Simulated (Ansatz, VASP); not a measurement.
# Co (free-standing square Co monolayer, spacing 2.5 A) in two plane-wave programs, part 2 of 2

Aim: how closely do two programs agree when they are given the same cell, functional and k mesh?

VASP 6.6.1 and Ansatz 0.2.0.

So far: Set-up; VASP: single point, PBE.

## (3) Ansatz: single point, PBE

Level of this step: Ansatz beside VASP: Kohn-Sham DFT, plane waves, PBE (Ansatz).

Ansatz runs on its default PAW (the set named soft_2) files.

The same cell, functional, mesh and smearing now go to Ansatz, which takes its cutoff from its data sets.

File input.yaml:

```yaml
crystal:
  lattice:
    - [5.0, 0.0, 0.0]
    - [0.0, 5.0, 0.0]
    - [0.0, 0.0, 14.0]
  atoms:
    - { symbol: Co, position: [0.0, 0.0, 0.5], spin: 2.0 }
    - { symbol: Co, position: [0.0, 0.5, 0.5], spin: 2.0 }
    - { symbol: Co, position: [0.5, 0.0, 0.5], spin: -2.0 }
    - { symbol: Co, position: [0.5, 0.5, 0.5], spin: -2.0 }
hamiltonian:
  xc: pbe
  pseudopotentials: { kind: paw }
magnetization:
  spin_polarized: true
kpoints:
  mp_grid: { grid: [5, 5, 1] }
scf:
  occupations: { method: methfessel_paxton, width: 0.05 }
  n_extra_bands: 11
output:
  forces: true
  eigenvalues: true
  write_density: true
  write_potential: true
  elf: true
  volumetric_format: npy
```

The run is started by

```
$ ansatz run input.yaml --threads 2 --pin off --max-ram 4608MiB --backend cpu --events-out ev --progress --plain --runs-dir out
```

Numbers of over 12 decimals in the logs are rounded to 6 here.

Output:

```text
scf.n_extra_bands = 11 over 34 filled bands (N_el = 68.0): the run solves 45 bands
Engine: ansatz 0.2.0, x86_64-unknown-linux-gnu
Pseudopotentials: kind: paw
Pseudopotential: Co, paw, valence charge 17, recommended cutoff 420 eV (normal), Co.paw.azcp
Functional definition: PBE
  parameter kappa = 0.804
  parameter beta = 0.066725
  exchange = pbe_x(kappa = kappa, mu = beta*pi^2/3)
  correlation = pbe_c(beta = beta)
Crystal: 4 atoms, lattice volume = 350.000 Å³
Basis set: ecut = 420 eV, 6875 PW (Γ), exchange–correlation on 72×72×192 points (8 copies of the dense FFT grid, shifted against one another)
Bands: 45, of which v1, the nominal top of the filled ones, is band 34 counted from 1 (33 counted from 0)
Symmetry: 16 space group operations
Space group: Pmmm (ITA 47), of the structure as read, at distance tolerance 7.0e-5 Å
Magnetic group: BNS 47.254 (UNI 352), of the structure as read, at distance tolerance 7.0e-5 Å
k-points: 9 of 25
Non-local potential: Co, projectors of the file, l = 0: 3, l = 1: 2, l = 2: 3, l = 3: 1
PAW form: soft (Blöchl's): semilocal exchange-correlation on the pseudo side does not see the compensation charge
PAW one-centre angular grid: Co, 590 points (default); XC on 64 Gauss nodes
Initial density: superposition of atomic densities (neutral atoms: chi_scale 0, normalization atom)
Starting moments: Σ|m| = 8 μB on 4 of 4 sites
Starting magnetic order: antiferromagnet; a translation exchanges its spin sublattices: spin-degenerate at every k-point
Initial wavefunctions: pseudopotential atomic-orbital guess
Functional: x = pbe(κ = 0.804, μ = 0.219515), c = pbe(β = 0.066725)
SCF iter   1: F=—  HF=-20492.445142 eV  |F-HF|=—  |Δ(HF+E_count)|=         —  Δρ=1.90e-2 (↑1.90e-2 ↓1.90e-2)  dr2=2.27e0  dr2_m=8.37e-1  M=0.000 μB ∫|m|=8.630 μB  β_m=0.30  ethr=3.10e-3  ⟨swp⟩=9.1  Hψ=1715  notcnv=0  defer=1
Mixer restart at iter 1: flushing history
preconditioner: auto → LDOS  [metal: Δε(μ)=0.026 eV  Ē_g=4.539 eV  σ=0.050 eV  W_gap=0.29  n_scr=56 (ndim 8)  ℏωp=11.9 eV  f_vac=0.693  D(μ)=19.91/eV (n_scr^D=202)]
spin=Collinear: LDOS preconditioning applied to the charge; magnetization (m = ρ↑ − ρ↓) channel mixes plain (no charge-response kernel on spin).
SCF iter   2: F=—  HF=-20493.730727 eV  |F-HF|=—  |Δ(HF+E_count)|=    1.29e0  Δρ=1.09e-2 (↑1.09e-2 ↓1.09e-2)  dr2=8.55e-1  dr2_m=2.94e-1  M=0.000 μB ∫|m|=8.468 μB  β_m=0.51  ethr=3.10e-3  ⟨swp⟩=2.1  Hψ=564  notcnv=0  defer=30
SCF iter   3: F=—  HF=-20494.971713 eV  |F-HF|=—  |Δ(HF+E_count)|=    1.24e0  Δρ=5.62e-3 (↑5.62e-3 ↓5.62e-3)  dr2=9.65e-2  dr2_m=7.20e-2  M=0.000 μB ∫|m|=7.929 μB  β_m=0.68  ethr=1.26e-3  ⟨swp⟩=3.2  Hψ=722  notcnv=0  defer=30
SCF iter   4: F=—  HF=-20496.079198 eV  |F-HF|=—  |Δ(HF+E_count)|=         —  Δρ=1.52e-2 (↑1.52e-2 ↓1.52e-2)  dr2=3.06e-1  dr2_m=3.41e-1  M=0.000 μB ∫|m|=8.270 μB  β_m=1.00  ethr=1.42e-4  ⟨swp⟩=2.4  Hψ=699  notcnv=0  defer=35  κ⁻¹=1.3e-2(r=2)
SCF iter   5: F=—  HF=-20495.596315 eV  |F-HF|=—  |Δ(HF+E_count)|=   4.83e-1  Δρ=4.09e-3 (↑4.09e-3 ↓4.09e-3)  dr2=1.36e-1  dr2_m=5.84e-3  M=0.000 μB ∫|m|=8.094 μB  β_m=0.68  ethr=7.35e-5  ⟨swp⟩=3.0  Hψ=821  notcnv=0  defer=35
SCF iter   6: F=—  HF=-20495.595023 eV  |F-HF|=—  |Δ(HF+E_count)|=   1.29e-3  Δρ=1.59e-3 (↑1.59e-3 ↓1.59e-3)  dr2=5.33e-3  dr2_m=6.95e-3  M=0.000 μB ∫|m|=8.104 μB  β_m=0.84  ethr=7.35e-5  ⟨swp⟩=2.3  Hψ=729  notcnv=0  defer=39
SCF iter   7: F=—  HF=-20495.602790 eV  |F-HF|=—  |Δ(HF+E_count)|=   7.77e-3  Δρ=4.94e-4 (↑4.94e-4 ↓4.94e-4)  dr2=3.61e-4  dr2_m=6.86e-4  M=0.000 μB ∫|m|=8.075 μB  β_m=0.88  ethr=7.84e-6  ⟨swp⟩=2.0  Hψ=616  notcnv=0  defer=39
SCF iter   8: F=—  HF=-20495.603547 eV  |F-HF|=—  |Δ(HF+E_count)|=   7.58e-4  Δρ=2.19e-4 (↑2.19e-4 ↓2.19e-4)  dr2=3.17e-4  dr2_m=2.72e-5  M=0.000 μB ∫|m|=8.060 μB  β_m=0.90  ethr=5.31e-7  ⟨swp⟩=2.1  Hψ=703  notcnv=0  defer=39
SCF iter   9: F=—  HF=-20495.600881 eV  |F-HF|=—  |Δ(HF+E_count)|=         —  Δρ=3.41e-4 (↑3.41e-4 ↓3.41e-4)  dr2=5.54e-4  dr2_m=1.27e-4  M=0.000 μB ∫|m|=8.045 μB  β_m=0.90  ethr=4.67e-7  ⟨swp⟩=2.0  Hψ=560  notcnv=0  defer=39
[...]
iteration 9: the input's own smearing fills from here on; a Gaussian of 0.05 eV has filled iterations ahead of it
[...]
SCF 1 converged in 14 iterations: F = -20495.600808 eV  dr2 = 1.74e-9
  greatest PAW one-centre occupation: 1.002 electrons in one spin orbital (limit 2), on the Co atom at site 3 (counted from 0), in its partial waves of l = 1
Initial density: read from a saved state, or passed on in memory by an earlier SCF of this step, an earlier step, the calling program or the single point that the run made first
Starting moments: Σ|m| = 8 μB on 4 of 4 sites; this step starts from the density that it was given
Initial wavefunctions: those read from a saved state, or passed on in memory by an earlier step or the calling program
the translation (0.5, 0, 0) carries every atom to within crystal.symmetry.tolerance of an atom of its element with the starting moment reversed, but both spin channels are solved: the run starts from a saved state that isn't shown to keep it, or this solve from the single point that its walk made first
[...]
SCF iter  25: F=-20495.715229 eV  HF=-20495.715228 eV  |F-HF|=3.53e-7  |Δ(HF+E_count)|=   1.98e-7  S|Δr|=    0.00e0  Δρ=3.61e-6 (↑3.61e-6 ↓2.73e-6)  dr2=5.04e-8  dr2_m=8.88e-9  M=-0.001 μB ∫|m|=8.175 μB  β_m=0.68  ethr=1.47e-10  ⟨swp⟩=15.9  Hψ=5515  notcnv=0
iter 26 met the thresholds in force, and the SCF goes on: an eigenvalue changes by 3.16 meV, over its tolerance of 0.50 meV (output.eigenvalues, Limitations)
SCF iter  26: F=-20495.715229 eV  HF=-20495.715229 eV  |F-HF|=3.66e-8  |Δ(HF+E_count)|=   3.55e-7  S|Δr|=    0.00e0  Δρ=1.80e-6 (↑1.80e-6 ↓6.29e-7)  dr2=5.44e-9  dr2_m=3.97e-9  M=-0.001 μB ∫|m|=8.175 μB  β_m=1.00  ethr=7.41e-11  ⟨swp⟩=8.8  Hψ=4788  notcnv=0
Mixer restart at iter 26: flushing history
SCF iter  27: F=-20495.715228 eV  HF=-20495.715229 eV  |F-HF|=2.47e-7  |Δ(HF+E_count)|=   6.71e-8  S|Δr|=    0.00e0  Δρ=6.18e-6 (↑6.18e-6 ↓3.94e-6)  dr2=2.70e-7  dr2_m=5.46e-9  M=-0.001 μB ∫|m|=8.175 μB  β_m=1.00  ethr=8.00e-12  ⟨swp⟩=2.9  Hψ=1599  notcnv=0  κ⁻¹=1.0e0(r=1)
SCF iter  28: F=-20495.715228 eV  HF=-20495.715229 eV  |F-HF|=1.63e-7  |Δ(HF+E_count)|=   1.56e-8  S|Δr|=    0.00e0  Δρ=4.90e-6 (↑4.53e-6 ↓4.90e-6)  dr2=1.84e-7  dr2_m=2.89e-8  M=-0.001 μB ∫|m|=8.175 μB  β_m=1.00  ethr=8.00e-12  ⟨swp⟩=2.9  Hψ=1531  notcnv=0  κ⁻¹=4.2e-2(r=2)
SCF iter  29: F=-20495.715229 eV  HF=-20495.715229 eV  |F-HF|=5.62e-8  |Δ(HF+E_count)|=   6.49e-9  S|Δr|=    0.00e0  Δρ=3.29e-6 (↑3.29e-6 ↓2.70e-6)  dr2=6.48e-8  dr2_m=1.41e-8  M=-0.001 μB ∫|m|=8.175 μB  ethr=8.00e-12  ⟨swp⟩=7.0  Hψ=4269  notcnv=0
SCF 4 converged in 29 iterations: F = -20495.715229 eV  dr2 = 6.48e-8
the translation (0.5, 0, 0) carries every atom to within crystal.symmetry.tolerance of an atom of its element with the starting moment reversed, but both spin channels are solved: the run starts from a saved state that isn't shown to keep it, or this solve from the single point that its walk made first
iter 1 solved again at ethr=9.70e-6 eV; its pass at ethr=3.10e-3 eV (dr2=6.60e-3 eV) is discarded
SCF iter   1: F=—  HF=-20495.839253 eV  |F-HF|=—  |Δ(HF+E_count)|=         —  Δρ=5.32e-6 (↑5.23e-6 ↓5.32e-6)  dr2=1.16e-7  dr2_m=9.81e-9  M=0.000 μB ∫|m|=7.980 μB  β_m=0.30  ethr=9.70e-6  ⟨swp⟩=3.3  Hψ=5235  notcnv=0
eigensolver tolerance schedule: the retry pair's looser diagonalisation over-reported the residual by 56822.79 of it (diagonalisation noise at an unbounded share of the residual, at the tolerance the schedule requests for it); recorded, not acted on — ethr = c·dr2/N_el stays at c = 1.0e-1
preconditioner: auto → LDOS  [metal: Δε(μ)=0.084 eV  Ē_g=4.440 eV  σ=0.100 eV  W_gap=0.20  n_scr=56 (ndim 8)  ℏωp=11.9 eV  f_vac=0.719  D(μ)=6.98/eV (n_scr^D=48)]
spin=Collinear: LDOS preconditioning applied to the charge; magnetization (m = ρ↑ − ρ↓) channel mixes plain (no charge-response kernel on spin).
SCF iter   2: F=-20495.839258 eV  HF=-20495.839258 eV  |F-HF|=1.71e-8  |Δ(HF+E_count)|=   5.20e-6  Δρ=3.26e-6 (↑3.26e-6 ↓3.23e-6)  dr2=6.18e-8  dr2_m=1.03e-9  M=-0.000 μB ∫|m|=7.980 μB  ethr=1.71e-10  ⟨swp⟩=4.8  Hψ=2576  notcnv=0
SCF 5 converged in 2 iterations: F = -20495.839258 eV  dr2 = 6.18e-8
WARN: The output density's exchange-correlation potential varies sharply where the density is thin. Do not read a vacuum level from v_tot or v_xc, or from such a field of the output density. On a cell that repeats whose density bears no net charge and no dipole along the vacuum's axis use v_es (v_loc + v_h of the components); under efield.dipole_correction with no amplitude use v_es + v_field, which holds any externa [...]
this state was not tested for a lower state beside it, because cold or Methfessel-Paxton smearing, or corrected tetrahedra, fill the levels in a way that the test cannot read (fill_not_monotonic; see scf.lower_state_search)
SCF converged after 29 iterations
an eigenvalue changed by more than its tolerance at an iteration that met the thresholds in force, so the SCF went on 2 times, its first undamped step at iteration 26: the last check found none over its tolerance
Magnetization: -0.0013 μB (33.9993 up, 34.0007 down)
Absolute magnetization: 8.1747 μB (∫|ρ↑−ρ↓|, with the PAW one-centre terms)
Spin contamination: 4.0623 ħ² per cell (⟨S²⟩ above its minimum at these occupations)
Per-site moments (μB) at R_I (Å): [(1.926525, 1.03125), (1.926525, 1.03125), (-1.926957, 1.03125), (-1.926957, 1.03125)]
Free energy (F): -20495.715229 eV
Harris-Foulkes:  -20495.715229 eV  (|F-HF|=5.62e-8)
Internal energy: -20495.714561 eV  (E = F + TS)
E sigma→0 (E₀):  -20495.715062 eV
Entropy (-TS):   -0.000668 eV (-0.167 meV/atom)
Fermi energy:    -1.485716 eV
Step filling:    the computed levels leave a gap of 0.0003 eV = 0.0 smearing widths at the electron count; against every level under it full and every level over it empty, smearing changes F+E_penalty+E_count by -0.722 meV and its σ→0 estimate by -0.555 meV
--- Per-component energies (eV) ---
  E_band       = -2324.297128
  E_kinetic    = 1790.341237
  E_local      = -44767.968498  (includes V_loc(G=0)·N_el)
  E_nonlocal   = 1846.489442
  E_hartree    = 20795.304272
  E_xc         = -618.913021
  E_vxc        = -797.048704  (∫ρ·V_xc dr)
  E_paw        = -6079.650956  (= ΣΔE_a)
  E_vpaw       = -1986.724455  (= ΣTr[D̂ρ^β])
  E_aug_tail   = 0.000306  (compensation charges beyond the density's cutoff)
  E_ewald      = 6538.682658
  E_smearing   = -0.000668  (= −TS)
  E_closure    = 0.000000  (closes the sum)
  Σ components = -20495.715229   (vs F -20495.715229, Δ=0.00e0)
--- Forces (eV/Å), atoms counted from 1 ---
  atom   1  Co     0.00000000    -0.00000000     0.00000000
  atom   2  Co     0.00000000     0.00000000     0.00000000
  atom   3  Co     0.00000000     0.00000000     0.00000000
  atom   4  Co     0.00000000     0.00000000     0.00000000
  max |Σ_I F_I| component: 1.74e-29 eV/Å
--- Band table (eV; the first three rows and the last of 18) ---
  k-point 0 ↑: bands = [... 30 lower, -1.9570, -1.8887, -1.0129, -0.9348, -0.8650, -0.8615, -0.7712, -0.5590, ... 7 higher]
  k-point 1 ↑: bands = [... 30 lower, -1.9142, -1.8943, -1.8228, -1.2534, -1.0062, -0.9838, -0.9397, -0.8268, ... 7 higher]
  k-point 2 ↑: bands = [... 30 lower, -1.9484, -1.9367, -1.9116, -1.7919, -1.4350, -1.2448, -0.9746, -0.9072, ... 7 higher]
  k-point 8 ↓: bands = [... 30 lower, -2.2761, -2.2163, -2.1061, -2.1041, -1.7981, -1.5673, -1.1524, -1.0714, ... 7 higher]
```

Wall time 69 s (2 threads of Intel Xeon Platinum 8375C at 2.90GHz (Ice Lake), shared host); peak memory 1 GiB.

## (4) Differences

Known differences besides the PAW data sets themselves: the data sets hold 68 valence electrons in Ansatz (default PAW (the set named soft_2) files) and 36 in VASP; the cutoff is 420 eV in Ansatz and 350 eV in VASP (PREC = Normal); VASP leaves aspherical gradient terms in its spheres out (LASPH is not set), Ansatz keeps them; site moments are counted in spheres of each program's own size. Total energies have different zeros and are not compared.

Both answers:

| quantity | Ansatz | VASP | difference |
| --- | --- | --- | --- |
| moment on Co1 (μB) | 1.93 | 1.89 | +0.04 |
| moment on Co2 (μB) | 1.93 | 1.89 | +0.04 |
| moment on Co3 (μB) | -1.93 | -1.89 | -0.04 |
| moment on Co4 (μB) | -1.93 | -1.89 | -0.04 |

## (5) What came out

| Quantity | Value |
| --- | --- |
| difference in moment on Co1 (single point, PBE) | 0.037 μB |

**Reading.** The difference in moment on Co1 is 0.037 μB (single point, PBE). Differences of this kind measure data sets and numerical settings, not the functional's error against experiment.

[Lines on the potential files, build, host, timing and source positions are cut from VASP's logs without a mark.]

[Logs are printed without paths, hosts, clocks, repeated set-up lines and the standing remarks that a program may print on its own settings, such as how far it seeks lower states.]

[Hosts, paths, dates, database ids (printed as entryN), source tags and the programs' standing remarks are cut or masked in the printed files.]
